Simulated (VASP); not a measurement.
# SnO (P4/nmm) in VASP: further runs

One crystal, SnO, is run at these levels: PBE+D4; tasks: relaxation of cell and atoms.

Everything below comes from runs of VASP 6.6.1. Logs are shortened: lines on timing, memory, paths and dates and some standing lists are left out, and cuts for length are marked.

**1. Starting point**

The structure is tetragonal, space group P4/nmm (No. 129). Conventional cell: a = 3.799 Å, b = 3.799 Å, c = 4.841 Å, α = 90.00°, β = 90.00°, γ = 90.00°. Sn (site symmetry 4mm) has 4 O at 2.22 Å as nearest neighbours. Around O (site symmetry -4m2) lie 4 Sn at 2.22 Å.

**2. Relaxation of cell and atoms, PBE+D4**

The input, INCAR:

```
PREC = Accurate
ENCUT = 520
EDIFF = 1E-7
ISMEAR = 0
SIGMA = 0.02
LREAL = F
LASPH = T
NELM = 60
ALGO = Fast
ISIF = 3
LWAVE = F
LCHARG = F
GGA = PE
IVDW = 13
IBRION = 2
NSW = 80
EDIFFG = -0.002
```

The input, KPOINTS:

```
regular mesh
0
Gamma
  8 8 6
```

The input, POSCAR:

```
SnO
1.0
    3.7986000000      0.0000000000      0.0000000000
    0.0000000000      3.7986000000      0.0000000000
    0.0000000000      0.0000000000      4.8408000000
Sn O
2 2
Direct
    0.5000000000      0.0000000000      0.2369000000
    0.0000000000      0.5000000000      0.7631000000
    0.0000000000      0.0000000000      0.0000000000
    0.5000000000      0.5000000000      0.0000000000
```

Potentials or basis: VASP PAW PBE potentials, release 64 (Sn_d, O).

Started as:

```console
$ cat potpaw_PBE.64/Sn_d/POTCAR potpaw_PBE.64/O/POTCAR > POTCAR
$ mpirun -np 1 vasp_std > vasp.out
```

OUTCAR:

```text
PREC = Accurate
   ENCUT = 520
   EDIFF = 1E-7
   ISMEAR = 0
   LREAL = F
   LASPH = T
   NELM = 60
   ISIF = 3
   GGA = PE
   IVDW = 13
   IBRION = 2
   NSW = 80
   EDIFFG = -0.002

 ion  position               nearest neighbor table
   1  0.500  0.000  0.237-   3 2.22   4 2.22   4 2.22   3 2.22   2 3.53   2 3.53   2 3.53   2 3.53
                             2 3.70   2 3.70   2 3.70   2 3.70
   2  0.000  0.500  0.763-   3 2.22   4 2.22   3 2.22   4 2.22   1 3.53   1 3.53   1 3.53   1 3.53
                             1 3.70   1 3.70   1 3.70   1 3.70
   3  0.000  0.000  0.000-   1 2.22   2 2.22   2 2.22   1 2.22
   4  0.500  0.500  0.000-   1 2.22   2 2.22   1 2.22   2 2.22

  LATTYP: Found a simple tetragonal cell.
 ALAT       =     3.7986000000
 C/A-ratio  =     1.2743642395

  Lattice vectors:

 A1 = (   3.7986000000,   0.0000000000,   0.0000000000)
 A2 = (   0.0000000000,   3.7986000000,   0.0000000000)
 A3 = (   0.0000000000,   0.0000000000,   4.8408000000)

Analysis of symmetry for initial positions (statically):
=====================================================================
 Subroutine PRICEL returns:
 Original cell was already a primitive cell.

 Routine SETGRP: Setting up the symmetry group for a
 simple tetragonal supercell.

 Subroutine GETGRP returns: Found 16 space group operations
 (whereof  8 operations were pure point group operations)
 out of a pool of 16 trial point group operations.

The static configuration has the point symmetry D_2d.
 The point group associated with its full space group is D_4h.

Analysis of symmetry for dynamics (positions and initial velocities):
=====================================================================
 Subroutine PRICEL returns:
 Original cell was already a primitive cell.

 Routine SETGRP: Setting up the symmetry group for a
 simple tetragonal supercell.

 Subroutine GETGRP returns: Found 16 space group operations
 (whereof  8 operations were pure point group operations)
 out of a pool of 16 trial point group operations.

The dynamic configuration has the point symmetry D_2d.
 The point group associated with its full space group is D_4h.

 Subroutine INISYM returns: Found 16 space group operations
 (whereof  8 operations are pure point group operations),
 and found     1 'primitive' translations

----------------------------------------------------------------------------------------

                                     Primitive cell

  volume of cell :      69.8497

  direct lattice vectors                    reciprocal lattice vectors
     3.798600000  0.000000000  0.000000000     0.263254883  0.000000000  0.000000000
     0.000000000  3.798600000  0.000000000     0.000000000  0.263254883  0.000000000
     0.000000000  0.000000000  4.840800000     0.000000000  0.000000000  0.206577425

  length of vectors
     3.798600000  3.798600000  4.840800000     0.263254883  0.263254883  0.206577425

  position of ions in fractional coordinates (direct lattice)
     0.500000000  0.000000000  0.236900000
     0.000000000  0.500000000  0.763100000
     0.000000000  0.000000000  0.000000000
     0.500000000  0.500000000  0.000000000

  ion indices of the primitive-cell ions
   primitive index   ion index
                 1           1
                 2           2
                 3           3
                 4           4

----------------------------------------------------------------------------------------

 KPOINTS: regular mesh

Automatic generation of k-mesh.
 Grid dimensions read from file:
 generate k-points for:    8    8    6

 Generating k-lattice:

  Cartesian coordinates                     Fractional coordinates (reciprocal lattice)
     0.032906860  0.000000000  0.000000000     0.125000000  0.000000000  0.000000000
     0.000000000  0.032906860  0.000000000     0.000000000  0.125000000  0.000000000
     0.000000000  0.000000000  0.034429571     0.000000000  0.000000000  0.166666667

  Length of vectors
     0.032906860  0.032906860  0.034429571

  Shift w.r.t. Gamma in fractional coordinates (k-lattice)
     0.000000000  0.000000000  0.000000000

 Subroutine IBZKPT returns following result:
 ===========================================

 Found     60 irreducible k-points:

 Following reciprocal coordinates:
            Coordinates               Weight
  0.000000  0.000000  0.000000      1.000000
  0.125000  0.000000  0.000000      4.000000
  0.250000  0.000000  0.000000      4.000000
  0.375000  0.000000  0.000000      4.000000
  0.500000  0.000000  0.000000      2.000000
  0.125000  0.125000  0.000000      4.000000
[... 16 lines left out ...]
  0.375000  0.125000  0.166667     16.000000
  0.500000  0.125000  0.166667      8.000000
 [... further k-points ...]
   k-points           NKPTS =     60   k-points in BZ     NKDIM =     60   number of bands    NBANDS=     24
   number of dos      NEDOS =    301   number of ions     NIONS =      4
   total plane-waves  NPLWV =  28224
   dimension x,y,z NGX =    28 NGY =   28 NGZ =   36
   dimension x,y,z NGXF=    56 NGYF=   56 NGZF=   72
   ions per type =               2   2
   NGX,Y,Z   is equivalent  to a cutoff of  12.25, 12.25, 12.36 a.u.
   NGXF,Y,Z  is equivalent  to a cutoff of  24.51, 24.51, 24.73 a.u.
 SYSTEM =  unknown system
   PREC   = accura    normal or accurate (medium, high low for compatibility)
   ISTART =      0    job   : 0-new  1-cont  2-samecut
   ICHARG =      2    charge: 1-file 2-atom 10-const
   ISPIN  =      1    spin polarized calculation?
   LNONCOLLINEAR =      F non collinear calculations
   LSORBIT =      F    spin-orbit coupling
   LASPH  =      T    aspherical Exc in radial PAW
   ENCUT  =  520.0 eV  38.22 Ry    6.18 a.u.   7.06  7.06  9.00*2*pi/ulx,y,z
   NELM   =     60;   NELMIN=  2; NELMDL= -5     # of ELM steps
   EDIFF  = 0.1E-06   stopping-criterion for ELM
   LREAL  =      F    real-space projection
   EDIFFG = -.2E-02   stopping-criterion for IOM
   NSW    =     80    number of steps for IOM
   IBRION =      2    ionic relax: 0-MD 1-quasi-New 2-CG
   NFREE  =      1    steps in history (QN), initial steepest desc. (CG)
   ISIF   =      3    stress and relaxation
   ISYM   =      2    0-nonsym 1-usesym 2-fastsym
   POTIM  = 0.5000    time-step for ionic-motion
   TEBEG  =    0.0;   TEEND  =   0.0 temperature during run
   PSTRESS=    0.0 pullay stress
   NELECT =      40.0000    total number of electrons
   NUPDOWN=      -1.0000    fix difference up-down
   EMIN   =  10.00;   EMAX   =-10.00  energy-range for DOS
   EFERMI =   0.00;   METHOD = LEGACY
   ISMEAR =     0;   SIGMA  =   0.02  broadening in eV -4-tet -1-fermi 0-gaus
   EFERMI_NEDOS =   21; number of points for ismear=-14 and -15
   IALGO  =     68    algorithm
   IMIX   =      4    mixing-type and parameters
     AMIX     =   0.40;   BMIX     =  1.00
     AMIX_MAG =   1.60;   BMIX_MAG =  1.00
  volume/ion in A,a.u.               =      17.46       117.84
  Fermi-wavevector in a.u.,A,eV,Ry     =   1.359482  2.569048 25.146163  1.848191
  Thomas-Fermi vector in A             =   2.486226
   LORBIT       =      0    0 simple, 1 ext, 2 COOP (PROOUT), +10 PAW based schemes
   GGA     = PE    functional components
   LHFCALC =     F    Hartree Fock is set to
   AEXX    =    0.0000 exact exchange contribution
   IVDW    =    13    specifies the selected vdW correction
   LEPSILON=     F    determine dielectric tensor
   LRPA    =     F    only Hartree local field effects (RPA)
 conjugate gradient relaxation of ions
 non-spin polarized calculation
 RMM-DIIS sequential band-by-band and
 Gauss-broadening in eV      SIGMA  =   0.02
  energy-cutoff  :      520.00
  volume of cell :       69.85
 maximum number of plane-waves:      1900
   NGX = 15   NGY = 15   NGZ = 19

--------------------------------------- Ionic step        1  -------------------------------------------

 number of electron      39.9999994 magnetization

 Free energy of the ion-electron system (eV)
  ---------------------------------------------------
  ext. energy  EPLUGINS =         0.00000000
  ---------------------------------------------------
  free energy    TOTEN  =       -22.65931536 eV

  energy without entropy =      -22.65931085  energy(sigma->0) =      -22.65931310

------------------------ aborting loop because EDIFF is reached ----------------------------------------

  DFT-D4 for vdW energy calculation

  Edisp (eV):   -1.09444

  FORCE on cell =-STRESS in cart. coord.  units (eV):
  Direction    XX          YY          ZZ          XY          YZ          ZX
  --------------------------------------------------------------------------------------
  -------------------------------------------------------------------------------------
  Total       1.37843     1.37843     0.85426     0.00000     0.00000     0.00000
  in kB      31.61780    31.61780    19.59451     0.00000     0.00000     0.00000
  external pressure =       27.61 kB  Pullay stress =        0.00 kB
[... 103 lines left out ...]
  FREE ENERGIE OF THE ION-ELECTRON SYSTEM (eV)
  ---------------------------------------------------
  free  energy   TOTEN  =       -23.7753843243 eV

  energy  without entropy=      -23.7753780885  energy(sigma->0) =      -23.77538121

[... ionic steps 4 to 16 ...]

--------------------------------------- Ionic step       17  -------------------------------------------

 number of electron      39.9999987 magnetization

------------------------ aborting loop because EDIFF is reached ----------------------------------------

  DFT-D4 for vdW energy calculation

  Edisp (eV):   -1.10329
[... 73 lines left out ...]
  energy  without entropy=      -23.7827138807  energy(sigma->0) =      -23.78277808

--------------------------------------- Ionic step       19  -------------------------------------------

 number of electron      39.9999987 magnetization

 Free energy of the ion-electron system (eV)
  ---------------------------------------------------
  ext. energy  EPLUGINS =         0.00000000
  ---------------------------------------------------
  free energy    TOTEN  =       -22.67954279 eV

  energy without entropy =      -22.67941427  energy(sigma->0) =      -22.67947853

 E-fermi :   7.1985     XC(G=0): -10.3382

 val. band max:        7.1916133624   @ k =   0.1250   0.0000   0.0000
 cond. band min:       7.2079245037   @ k =   0.0000   0.0000   0.0000
 fundamental gap:      0.0163111412
 Fermi energy:         7.1985202003

 k-point     1 :       0.0000    0.0000    0.0000
  band No.  band energies     occupation
      1     -14.7301      2.00000
      2     -14.3432      2.00000
      3     -14.3432      2.00000
      4     -14.3313      2.00000
      5     -14.3032      2.00000
      6     -14.2956      2.00000
[... 637 lines left out ...]
     23      12.1766      0.00000
     24      12.1766      0.00000

 [... further k-points ...]

------------------------ aborting loop because EDIFF is reached ----------------------------------------

  DFT-D4 for vdW energy calculation

  Edisp (eV):   -1.10330

  FORCE on cell =-STRESS in cart. coord.  units (eV):
  Direction    XX          YY          ZZ          XY          YZ          ZX
  --------------------------------------------------------------------------------------
  -------------------------------------------------------------------------------------
  Total       0.00216     0.00216     0.00301     0.00000     0.00000     0.00000
  in kB       0.04998     0.04998     0.06948     0.00000     0.00000     0.00000
  external pressure =        0.06 kB  Pullay stress =        0.00 kB
[... 19 lines left out ...]
  FREE ENERGIE OF THE ION-ELECTRON SYSTEM (eV)
  ---------------------------------------------------
  free  energy   TOTEN  =       -23.7828410077 eV

  energy  without entropy=      -23.7827124880  energy(sigma->0) =      -23.78277675

 reached required accuracy - stopping structural energy minimisation
```

Wall time 24 min (1 thread of Intel Xeon Platinum 8375C at 2.90GHz (Ice Lake), shared host); peak memory 0.23 GiB.

Results:

- Free energy: -23.7828 eV
- Relaxed volume: 17.34 Å³/atom
- Relaxed cell: a = 3.833 Å, b = 3.833 Å, c = 4.722 Å, α = 90.00°, β = 90.00°, γ = 90.00°
- Space group after relaxing (to 0.05 Å): P4/nmm (No. 129)
- Energy gained by relaxing: 7.3 meV/atom
- Ionic steps: 19
- Pressure after relaxing: 0.0 GPa
- Band gap on the k mesh: none (metal or under the smearing width)
- Dispersion energy per atom: -0.276 eV

The path:
```csv
step,energy change (eV),largest force (eV/Å),pressure (GPa),volume (Å³)
1,0.0000,0.6027,2.76,69.85
2,0.0006,0.4862,-2.99,72.94
3,-0.0216,0.0438,-0.23,71.35
4,-0.0232,0.0496,-0.24,71.18
5,-0.0264,0.0708,-0.19,70.65
6,-0.0256,0.1075,-0.04,69.58
7,-0.0273,0.0904,-0.12,70.20
8,-0.0287,0.0026,-0.28,69.73
9,-0.0288,0.0608,-0.31,69.48
10,-0.0289,0.0335,-0.31,69.59
11,-0.0276,0.0591,0.77,68.64
12,-0.0291,0.0081,-0.01,69.32
13,-0.0291,0.0089,0.00,69.32
14,-0.0291,0.0029,0.01,69.34
15,-0.0291,0.0018,0.01,69.34
16,-0.0291,0.0008,-0.02,69.38
17,-0.0291,0.0017,-0.01,69.38
18,-0.0291,0.0041,0.01,69.38
19,-0.0291,0.0012,0.01,69.38
```

Final structure:
```
CELL_PARAMETERS angstrom
3.83328 0.00000 0.00000
0.00000 3.83328 0.00000
0.00000 0.00000 4.72153
ATOMIC_POSITIONS crystal
Sn 0.50000 0.00000 0.24635
Sn 0.00000 0.50000 0.75365
O 0.00000 0.00000 0.00000
O 0.50000 0.50000 0.00000
```

Levels at points of the mesh, in eV from the Fermi level:
| k point | band 18 | band 19 | band 20 | band 21 | band 22 | band 23 |
| --- | --- | --- | --- | --- | --- | --- |
| (0.00, 0.00, 0.00) | -3.03 | -3.03 | 0.01 | 2.22 | 4.47 | 4.47 |
| (0.50, 0.00, 0.00) | -4.68 | -2.70 | -2.70 | 3.34 | 3.34 | 5.78 |
| (0.50, 0.50, 0.00) | -2.38 | -1.86 | -1.86 | -0.07 | -0.07 | 4.56 |
| (0.00, 0.00, 0.50) | -3.05 | -2.93 | -2.08 | 1.76 | 2.75 | 2.75 |
| (0.50, 0.00, 0.50) | -4.63 | -1.67 | -1.67 | 2.75 | 2.75 | 5.23 |
| (0.50, 0.50, 0.50) | -2.78 | -2.38 | -2.38 | 2.31 | 2.31 | 4.31 |

Caveat: pairwise dispersion overbinds metals, which lowers pressure and volume.

**3. Relaxation of cell and atoms, PBE+D4**

This run uses another cell than the first one, of 17.34 Å³/atom, 0.993 times its volume.

INCAR is that of step 2.

KPOINTS is that of step 2.

The input, POSCAR:

```
SnO                                     
1.0
    3.8332842482      0.0000000000      0.0000000000
    0.0000000000      3.8332842482      0.0000000000
    0.0000000000     -0.0000000000      4.7215305643
  Sn              O             
     2     2
Direct
     0.5000000000000000    0.0000000000000000    0.2463533799828345
     0.0000000000000000    0.5000000000000000    0.7536466200171654
     0.0000000000000000    0.0000000000000000    0.0000000000000000
     0.5000000000000000    0.5000000000000000    0.0000000000000000
```

Potentials or basis: VASP PAW PBE potentials, release 64 (Sn_d, O).

Started as:

```console
$ cat potpaw_PBE.64/Sn_d/POTCAR potpaw_PBE.64/O/POTCAR > POTCAR
$ mpirun -np 1 vasp_std > vasp.out
```

It took 2.8 min on 1 thread of Intel Xeon Platinum 8375C at 2.90GHz (Ice Lake), shared host; peak memory 0.24 GiB.

The run converged. Its results:

| Item | Value |
| --- | --- |
| Free energy | -23.7825 eV |
| Relaxed volume | 17.35 Å³/atom |
| Relaxed cell | a = 3.833 Å, b = 3.833 Å, c = 4.722 Å, α = 90.00°, β = 90.00°, γ = 90.00° |
| Space group after relaxing (to 0.05 Å) | P4/nmm (No. 129) |
| Energy gained by relaxing | 0.0 meV/atom |
| Ionic steps | 3 |
| Pressure after relaxing | 0.0 GPa |
| Band gap on the k mesh | none (metal or under the smearing width) |
| Dispersion energy per atom | -0.276 eV |

Final structure:
```yaml
crystal:
  lattice:
    - [3.83347, 0.00000, 0.00000]
    - [0.00000, 3.83347, 0.00000]
    - [0.00000, 0.00000, 4.72167]
  atoms:
    - { symbol: Sn, position: [0.50000, 0.00000, 0.24637] }
    - { symbol: Sn, position: [0.00000, 0.50000, 0.75363] }
    - { symbol: O, position: [0.00000, 0.00000, 0.00000] }
    - { symbol: O, position: [0.50000, 0.50000, 0.00000] }
```

Levels at points of the mesh, in eV from the Fermi level:
```csv
k point,band 16,band 17,band 18,band 19,band 20,band 21,band 22,band 23,band 24
"(0.00, 0.00, 0.00)",-6.09,-3.34,-3.03,-3.03,0.01,2.22,4.47,4.47,4.82
"(0.50, 0.00, 0.00)",-4.81,-4.68,-4.68,-2.70,-2.70,3.34,3.34,5.78,5.85
"(0.50, 0.50, 0.00)",-4.91,-2.38,-2.38,-1.86,-1.86,-0.07,-0.07,4.56,4.56
"(0.00, 0.00, 0.50)",-3.43,-3.05,-3.05,-2.93,-2.08,1.76,2.75,2.75,3.54
"(0.50, 0.00, 0.50)",-5.34,-4.62,-4.62,-1.67,-1.67,2.75,2.75,5.23,5.23
"(0.50, 0.50, 0.50)",-5.48,-2.78,-2.78,-2.38,-2.38,2.31,2.31,4.31,4.31
```

Caveat: pairwise dispersion overbinds metals, which lowers pressure and volume.
